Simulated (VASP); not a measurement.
# FeSi (P2_13) in VASP: notebook

The runs below take FeSi through single point, relaxation of cell and atoms, with PBE.

Everything below comes from runs of VASP 6.6.1. Logs are shortened: lines on timing, memory, paths and dates and some standing lists are left out, and cuts for length are marked.

### Step 1. Starting point

Symmetry: P2_13, No. 198, cubic system. The conventional cell has a = 4.551 Å, b = 4.551 Å, c = 4.551 Å, α = 90.00°, β = 90.00°, γ = 90.00°. Fe (site symmetry 3) has 7 Si at 2.32 to 2.55 Å as nearest neighbours. Around Si (site symmetry 3) lie 7 Fe at 2.32 to 2.55 Å.

### Step 2. Single point, PBE, collinear spin, ferromagnetic start

The input, INCAR:

```
SYSTEM = FeSi
PREC     = Accurate       ! precision mode
ENCUT    = 600            ! plane-wave cutoff, eV
EDIFF    = 1E-6           ! SCF threshold, eV
ISMEAR   = 0              ! smearing method
SIGMA    = 0.03           ! smearing width, eV
LREAL    = .False.        ! projectors in reciprocal space
LASPH    = .True.         ! aspherical terms in the spheres
NELM     = 150            ! most SCF steps
ALGO     = Normal         ! electronic algorithm
ISIF     = 2              ! what is computed and relaxed
LWAVE    = .False.        ! write WAVECAR
LCHARG   = .False.        ! write CHGCAR
ISPIN    = 2              ! spin polarisation
MAGMOM   = 2.5 2.5 2.5 2.5 0 0 0 0 ! initial moments
LORBIT   = 11             ! projections on sites
LMAXMIX  = 4              ! l up to which the mixer works
GGA      = PE             ! functional
NBANDS   = 38             ! bands
AMIX     = 0.2          
BMIX     = 1E-4         
AMIX_MAG = 0.8          
BMIX_MAG = 1E-4         
KPAR     = 4
```

The input, KPOINTS:

```
regular mesh
0
Gamma
  8 8 8
  0 0 0
```

The input, POSCAR:

```
FeSi
1.0
    4.5507000000      0.0000000000      0.0000000000
    0.0000000000      4.5507000000      0.0000000000
    0.0000000000      0.0000000000      4.5507000000
Fe Si
4 4
Direct
    0.1365200000      0.1365200000      0.1365200000
    0.3634800000      0.8634800000      0.6365200000
    0.6365200000      0.3634800000      0.8634800000
    0.8634800000      0.6365200000      0.3634800000
    0.8424000000      0.8424000000      0.8424000000
    0.6576000000      0.1576000000      0.3424000000
    0.3424000000      0.6576000000      0.1576000000
    0.1576000000      0.3424000000      0.6576000000
```

Potentials or basis: VASP PAW PBE potentials, release 64 (Fe, Si).

Command:

```console
> cat potpaw_PBE.64/Fe/POTCAR potpaw_PBE.64/Si/POTCAR > POTCAR
> mpirun -np 4 vasp_std > vasp.out
```

OUTCAR:

```text
SYSTEM = FeSi
   PREC = Accurate
   ENCUT = 600
   EDIFF = 1E-6
   ISMEAR = 0
   LREAL = .False.
   LASPH = .True.
   NELM = 150
   ISIF = 2
   ISPIN = 2
   LORBIT = 11
   GGA = PE
   AMIX = 0.2
   AMIX_MAG = 0.8

 ion  position               nearest neighbor table
   1  0.137  0.137  0.137-   5 2.32   6 2.37   7 2.37   8 2.37   7 2.55   8 2.55   6 2.55   3 2.79
                             4 2.79   2 2.79   2 2.79   4 2.79   3 2.79
   2  0.363  0.863  0.637-   6 2.32   5 2.37   7 2.37   8 2.37   7 2.55   8 2.55   5 2.55   1 2.79
                             1 2.79   3 2.79   3 2.79   4 2.79   4 2.79
   3  0.637  0.363  0.863-   7 2.32   6 2.37   5 2.37   8 2.37   8 2.55   6 2.55   5 2.55   1 2.79
                             4 2.79   2 2.79   2 2.79   4 2.79   1 2.79
   4  0.863  0.637  0.363-   8 2.32   6 2.37   7 2.37   5 2.37   6 2.55   5 2.55   7 2.55   1 2.79
                             3 2.79   2 2.79   1 2.79   2 2.79   3 2.79
   5  0.842  0.842  0.842-   1 2.32   2 2.37   3 2.37   4 2.37   3 2.55   4 2.55   2 2.55   6 2.82
                             7 2.82   8 2.82   6 2.82   8 2.82   7 2.82
   6  0.658  0.158  0.342-   2 2.32   1 2.37   3 2.37   4 2.37   3 2.55   4 2.55   1 2.55   8 2.82
                             5 2.82   5 2.82   7 2.82   7 2.82   8 2.82
   7  0.342  0.658  0.158-   3 2.32   2 2.37   1 2.37   4 2.37   4 2.55   2 2.55   1 2.55   8 2.82
                             5 2.82   8 2.82   6 2.82   6 2.82   5 2.82
   8  0.158  0.342  0.658-   4 2.32   2 2.37   3 2.37   1 2.37   2 2.55   1 2.55   3 2.55   7 2.82
                             5 2.82   7 2.82   5 2.82   6 2.82   6 2.82

  LATTYP: Found a simple cubic cell.
 ALAT       =     4.5507000000

  Lattice vectors:

 A1 = (   4.5507000000,   0.0000000000,   0.0000000000)
 A2 = (   0.0000000000,   4.5507000000,   0.0000000000)
 A3 = (   0.0000000000,   0.0000000000,   4.5507000000)

Analysis of symmetry for initial positions (statically):
=====================================================================
 Subroutine PRICEL returns:
 Original cell was already a primitive cell.

 Routine SETGRP: Setting up the symmetry group for a
 simple cubic supercell.

 Subroutine GETGRP returns: Found 12 space group operations
 (whereof  3 operations were pure point group operations)
 out of a pool of 48 trial point group operations.

The static configuration has the point symmetry C_3 .
 The point group associated with its full space group is T   .

Analysis of symmetry for dynamics (positions and initial velocities):
=====================================================================
 Subroutine PRICEL returns:
 Original cell was already a primitive cell.

 Routine SETGRP: Setting up the symmetry group for a
 simple cubic supercell.

 Subroutine GETGRP returns: Found 12 space group operations
 (whereof  3 operations were pure point group operations)
 out of a pool of 48 trial point group operations.

The dynamic configuration has the point symmetry C_3 .
 The point group associated with its full space group is T   .

Analysis of structural, dynamic, and magnetic symmetry:
=====================================================================
 Subroutine PRICEL returns:
 Original cell was already a primitive cell.

 Routine SETGRP: Setting up the symmetry group for a
 simple cubic supercell.

 Subroutine GETGRP returns: Found 12 space group operations
 (whereof  3 operations were pure point group operations)
 out of a pool of 48 trial point group operations.

The overall configuration has the point symmetry C_3 .
 The point group associated with its full space group is T   .

 Subroutine INISYM returns: Found 12 space group operations
 (whereof  3 operations are pure point group operations),
 and found     1 'primitive' translations

----------------------------------------------------------------------------------------

                                     Primitive cell

  volume of cell :      94.2399

  direct lattice vectors                    reciprocal lattice vectors
     4.550700000  0.000000000  0.000000000     0.219746413  0.000000000  0.000000000
     0.000000000  4.550700000  0.000000000     0.000000000  0.219746413  0.000000000
     0.000000000  0.000000000  4.550700000     0.000000000  0.000000000  0.219746413

  length of vectors
     4.550700000  4.550700000  4.550700000     0.219746413  0.219746413  0.219746413

  position of ions in fractional coordinates (direct lattice)
     0.136520000  0.136520000  0.136520000
     0.363480000  0.863480000  0.636520000
     0.636520000  0.363480000  0.863480000
     0.863480000  0.636520000  0.363480000
     0.842400000  0.842400000  0.842400000
     0.657600000  0.157600000  0.342400000
     0.342400000  0.657600000  0.157600000
     0.157600000  0.342400000  0.657600000

  ion indices of the primitive-cell ions
   primitive index   ion index
                 1           1
[... 36 lines left out ...]
  0.000000  0.000000  0.000000      1.000000
  0.125000  0.000000  0.000000      6.000000
  0.250000  0.000000  0.000000      6.000000
  0.375000  0.000000  0.000000      6.000000
  0.500000  0.000000  0.000000      3.000000
  0.125000  0.125000  0.000000     12.000000
[... 16 lines left out ...]
  0.250000  0.125000  0.125000     24.000000
  0.375000  0.125000  0.125000     24.000000
 [... further k-points ...]
   k-points           NKPTS =     45   k-points in BZ     NKDIM =     45   number of bands    NBANDS=     38
   number of dos      NEDOS =    301   number of ions     NIONS =      8
   total plane-waves  NPLWV =  46656
   dimension x,y,z NGX =    36 NGY =   36 NGZ =   36
   dimension x,y,z NGXF=    72 NGYF=   72 NGZF=   72
   ions per type =               4   4
   NGX,Y,Z   is equivalent  to a cutoff of  13.15, 13.15, 13.15 a.u.
   NGXF,Y,Z  is equivalent  to a cutoff of  26.30, 26.30, 26.30 a.u.
 SYSTEM =  FeSi
   PREC   = accura    normal or accurate (medium, high low for compatibility)
   ISTART =      0    job   : 0-new  1-cont  2-samecut
   ICHARG =      2    charge: 1-file 2-atom 10-const
   ISPIN  =      2    spin polarized calculation?
   LNONCOLLINEAR =      F non collinear calculations
   LSORBIT =      F    spin-orbit coupling
   LASPH  =      T    aspherical Exc in radial PAW
   ENCUT  =  600.0 eV  44.10 Ry    6.64 a.u.   9.09  9.09  9.09*2*pi/ulx,y,z
   NELM   =    150;   NELMIN=  2; NELMDL= -5     # of ELM steps
   EDIFF  = 0.1E-05   stopping-criterion for ELM
   LREAL  =      F    real-space projection
   EDIFFG = 0.1E-04   stopping-criterion for IOM
   NSW    =      0    number of steps for IOM
   IBRION =     -1    ionic relax: 0-MD 1-quasi-New 2-CG
   NFREE  =      0    steps in history (QN), initial steepest desc. (CG)
   ISIF   =      2    stress and relaxation
   ISYM   =      2    0-nonsym 1-usesym 2-fastsym
   POTIM  = 0.5000    time-step for ionic-motion
   TEBEG  =    0.0;   TEEND  =   0.0 temperature during run
   PSTRESS=    0.0 pullay stress
   NELECT =      48.0000    total number of electrons
   NUPDOWN=      -1.0000    fix difference up-down
   EMIN   =  10.00;   EMAX   =-10.00  energy-range for DOS
   EFERMI =   0.00;   METHOD = LEGACY
   ISMEAR =     0;   SIGMA  =   0.03  broadening in eV -4-tet -1-fermi 0-gaus
   EFERMI_NEDOS =   21; number of points for ismear=-14 and -15
   IALGO  =     38    algorithm
   IMIX   =      4    mixing-type and parameters
     AMIX     =   0.20;   BMIX     =  0.00
     AMIX_MAG =   0.80;   BMIX_MAG =  0.00
  volume/ion in A,a.u.               =      11.78        79.50
  Fermi-wavevector in a.u.,A,eV,Ry     =   1.307406  2.470639 23.256570  1.709310
  Thomas-Fermi vector in A             =   2.438142
   LORBIT       =     11    0 simple, 1 ext, 2 COOP (PROOUT), +10 PAW based schemes
   GGA     = PE    functional components
   LHFCALC =     F    Hartree Fock is set to
   AEXX    =    0.0000 exact exchange contribution
   IVDW    =     0    specifies the selected vdW correction
   LEPSILON=     F    determine dielectric tensor
   LRPA    =     F    only Hartree local field effects (RPA)
 spin polarized calculation
 Gauss-broadening in eV      SIGMA  =   0.03
  energy-cutoff  :      600.00
  volume of cell :       94.24
 maximum number of plane-waves:      3178
   NGX = 19   NGY = 19   NGZ = 19

 number of electron      48.0000000 magnetization      10.0000000

 number of electron      47.9999996 magnetization       3.9009659

 Free energy of the ion-electron system (eV)
  ---------------------------------------------------
  ext. energy  EPLUGINS =         0.00000000
  ---------------------------------------------------
  free energy    TOTEN  =       -58.48221688 eV

  energy without entropy =      -58.47998099  energy(sigma->0) =      -58.48109894

 E-fermi :   8.9666     XC(G=0): -12.4599

 val. band max:        8.9640257332   @ k =   0.1250   0.0000   0.0000
 cond. band min:       8.9858469394   @ k =   0.0000   0.0000   0.0000
 fundamental gap:      0.0218212062
 Fermi energy:         8.9665711430

 spin component 1

 k-point     1 :       0.0000    0.0000    0.0000
  band No.  band energies     occupation
      1      -3.8164      1.00000
      2       1.2667      1.00000
      3       1.2667      1.00000
      4       1.2667      1.00000
      5       4.0228      1.00000
      6       4.0228      1.00000
[... 925 lines left out ...]
     35      13.9569      0.00000
     36      14.4931      0.00000

 [... further k-points ...]

 spin component 2

 k-point     1 :       0.0000    0.0000    0.0000
  band No.  band energies     occupation
      1      -3.8682      1.00000
      2       1.2823      1.00000
      3       1.2823      1.00000
      4       1.2823      1.00000
      5       4.1496      1.00000
      6       4.1496      1.00000
[... 925 lines left out ...]
     35      14.2036      0.00000
     36      14.6482      0.00000

 [... further k-points ...]

 [bands above 36 left out]

------------------------ aborting loop because EDIFF is reached ----------------------------------------

  FORCE on cell =-STRESS in cart. coord.  units (eV):
  Direction    XX          YY          ZZ          XY          YZ          ZX
  --------------------------------------------------------------------------------------
  -------------------------------------------------------------------------------------
  Total       -5.9775137     -5.9775137     -5.9775137      0.0000000      0.0000000     -0.0000000
  in kB     -101.6240614   -101.6240614   -101.6240614      0.0000000      0.0000000     -0.0000000
  external PRESSURE =    -101.6240614 kB  Pullay stress =       0.0000000 kB

 VOLUME and BASIS-vectors are now :
 -----------------------------------------------------------------------------
  energy-cutoff  :      600.00
  volume of cell :       94.24
      direct lattice vectors                 reciprocal lattice vectors
     4.550700000  0.000000000  0.000000000     0.219746413  0.000000000  0.000000000
     0.000000000  4.550700000  0.000000000     0.000000000  0.219746413  0.000000000
     0.000000000  0.000000000  4.550700000     0.000000000  0.000000000  0.219746413

 POSITION                                       TOTAL-FORCE (eV/Angst)
 -----------------------------------------------------------------------------------
      0.62126      0.62126      0.62126        -0.008054     -0.008054     -0.008054
      1.65409      3.92944      2.89661         0.008054      0.008054     -0.008054
      2.89661      1.65409      3.92944        -0.008054      0.008054      0.008054
      3.92944      2.89661      1.65409         0.008054     -0.008054      0.008054
      3.83351      3.83351      3.83351         0.065785      0.065785      0.065785
      2.99254      0.71719      1.55816        -0.065785     -0.065785      0.065785
      1.55816      2.99254      0.71719         0.065785     -0.065785     -0.065785
      0.71719      1.55816      2.99254        -0.065785      0.065785     -0.065785
 -----------------------------------------------------------------------------------
    total drift:                               -0.000000     -0.000000      0.000000

  FREE ENERGIE OF THE ION-ELECTRON SYSTEM (eV)
  ---------------------------------------------------
  free  energy   TOTEN  =       -58.4822168799 eV

  energy  without entropy=      -58.4799809942  energy(sigma->0) =      -58.48109894

 total charge

# of ion       s       p       d       tot
------------------------------------------
    1        0.412   0.577   6.480   7.469
    2        0.412   0.577   6.480   7.469
    3        0.412   0.577   6.480   7.469
    4        0.412   0.577   6.480   7.469
    5        0.736   0.861   0.000   1.598
    6        0.736   0.861   0.000   1.598
    7        0.736   0.861   0.000   1.598
    8        0.736   0.861   0.000   1.598
--------------------------------------------------
tot          4.594   5.752  25.920  36.266

 magnetization (x)

# of ion       s       p       d       tot
------------------------------------------
    1        0.000  -0.001   1.074   1.073
    2        0.000  -0.001   1.074   1.073
    3        0.000  -0.001   1.074   1.073
    4        0.000  -0.001   1.074   1.073
    5       -0.012  -0.037   0.000  -0.049
    6       -0.012  -0.037   0.000  -0.049
    7       -0.012  -0.037   0.000  -0.049
    8       -0.012  -0.037   0.000  -0.049
--------------------------------------------------
tot         -0.047  -0.154   4.298   4.097
```

It took 1.8 min on 4 MPI ranks of Intel Xeon Platinum 8375C at 2.90GHz (Ice Lake), shared host; peak memory 0.41 GiB.

Results:

* Free energy: -58.4822 eV
* Pressure: -10.2 GPa
* Largest force: 0.114 eV/Å
* Band gap on the k mesh: none (metal or under the smearing width)
* Net moment: 3.90 μB per cell
* Site moments: Fe +1.07; Si -0.05 μB
* Valence electrons inside the program's atomic spheres: Fe 7.47; Si 1.60

Forces on the atoms (eV/Å):
```
Fe  -0.008 -0.008 -0.008
Fe   0.008  0.008 -0.008
Fe  -0.008  0.008  0.008
Fe   0.008 -0.008  0.008
Si   0.066  0.066  0.066
Si  -0.066 -0.066  0.066
Si   0.066 -0.066 -0.066
Si  -0.066  0.066 -0.066
```

### Step 3. Relaxation of cell and atoms, PBE, collinear spin, ferromagnetic start

Changes to INCAR since step 2:

```diff
@@ -10,3 +10,3 @@
 ALGO     = Normal         ! electronic algorithm
-ISIF     = 2              ! what is computed and relaxed
+ISIF     = 3              ! what is computed and relaxed
 LWAVE    = .False.        ! write WAVECAR
@@ -18,3 +18,5 @@
 GGA      = PE             ! functional
-NBANDS   = 38             ! bands
+IBRION   = 2              ! ionic algorithm
+NSW      = 90             ! ionic steps
+EDIFFG   = -0.01          ! ionic threshold
 AMIX     = 0.2
```

KPOINTS is that of step 2.

POSCAR is that of step 2.

Potentials or basis: VASP PAW PBE potentials, release 64 (Fe, Si).

Command:

```console
> cat potpaw_PBE.64/Fe/POTCAR potpaw_PBE.64/Si/POTCAR > POTCAR
> mpirun -np 4 vasp_std > vasp.out
```

Run time: 11 min. Hardware: 4 MPI ranks of Intel Xeon Platinum 8375C at 2.90GHz (Ice Lake), shared host; peak memory 0.42 GiB.

Results (log left out):

| Property | Result |
| --- | --- |
| Free energy | -58.7828 eV |
| Relaxed volume | 11.00 Å³/atom |
| Relaxed cell | a = 4.448 Å, b = 4.448 Å, c = 4.448 Å, α = 90.00°, β = 90.00°, γ = 90.00° |
| Space group after relaxing (to 0.05 Å) | P2_13 (No. 198) |
| Energy gained by relaxing | 37.6 meV/atom |
| Ionic steps | 13 |
| Pressure after relaxing | 0.0 GPa |
| Largest force after relaxing | 0.005 eV/Å |
| Band gap on the k mesh | 0.16 eV, indirect (least direct gap 0.17 eV) |
| Net moment | 0.00 μB per cell |
| Valence electrons inside the program's atomic spheres | Fe 7.66; Si 1.64 |

Forces on the atoms (eV/Å):
```
Fe   0.003  0.003  0.003
Fe  -0.003 -0.003  0.003
Fe   0.003 -0.003 -0.003
Fe  -0.003  0.003 -0.003
Si   0.001  0.001  0.001
Si  -0.001 -0.001  0.001
Si   0.001 -0.001 -0.001
Si  -0.001  0.001 -0.001
```

The path:
```
step  energy change (eV)  largest force (eV/Å)  pressure (GPa)  volume (Å³)
   1              0.0000                0.1140          -10.18        94.24
   2             -0.1792                0.2502           10.46        84.40
   3             -0.2902                0.2582            1.25        87.46
   4             -0.2920                0.2602           -0.63        88.18
   5             -0.2924                0.2595           -0.20        87.98
   6             -0.2923                0.2591            0.17        87.86
   7             -0.2987                0.0621            0.99        87.60
   8             -0.2988                0.0386            1.11        87.57
   9             -0.2988                0.0532           -1.03        88.40
  10             -0.3004                0.0280            0.00        87.98
  11             -0.3004                0.0285           -0.01        87.99
  12             -0.3005                0.0176            0.00        88.00
  13             -0.3006                0.0050           -0.03        88.02
```

Final structure:
```yaml
crystal:
  lattice:
    - [4.44827, 0.00000, 0.00000]
    - [0.00000, 4.44827, 0.00000]
    - [0.00000, 0.00000, 4.44827]
  atoms:
    - { symbol: Fe, position: [0.13631, 0.13631, 0.13631] }
    - { symbol: Fe, position: [0.36369, 0.86369, 0.63631] }
    - { symbol: Fe, position: [0.63631, 0.36369, 0.86369] }
    - { symbol: Fe, position: [0.86369, 0.63631, 0.36369] }
    - { symbol: Si, position: [0.84075, 0.84075, 0.84075] }
    - { symbol: Si, position: [0.65925, 0.15925, 0.34075] }
    - { symbol: Si, position: [0.34075, 0.65925, 0.15925] }
    - { symbol: Si, position: [0.15925, 0.34075, 0.65925] }
```

Levels at points of the mesh, in eV from the valence-band top:
Spin up:
```
           k point  band 21  band 22  band 23  band 24  band 25  band 26  band 27  band 28
(0.00, 0.00, 0.00)    -0.28    -0.28    -0.04    -0.04     0.66     0.66     0.66     3.03
(0.50, 0.00, 0.00)    -0.38    -0.38    -0.01    -0.01     0.20     0.20     1.72     1.72
(0.50, 0.50, 0.00)    -1.01    -1.01    -0.36    -0.36     0.64     0.64     1.30     1.30
(0.50, 0.50, 0.50)    -0.67    -0.67    -0.67    -0.67     0.50     0.50     0.50     0.50
```
Spin down:
```csv
k point,band 21,band 22,band 23,band 24,band 25,band 26,band 27,band 28
"(0.00, 0.00, 0.00)",-0.28,-0.28,-0.04,-0.04,0.66,0.66,0.66,3.03
"(0.50, 0.00, 0.00)",-0.38,-0.38,-0.01,-0.01,0.20,0.20,1.72,1.72
"(0.50, 0.50, 0.00)",-1.01,-1.01,-0.36,-0.36,0.64,0.64,1.30,1.30
"(0.50, 0.50, 0.50)",-0.67,-0.67,-0.67,-0.67,0.50,0.50,0.50,0.50
```

Caveat: the starting moments collapsed, and a magnetic state may lie lower. A k mesh can miss the band edges.
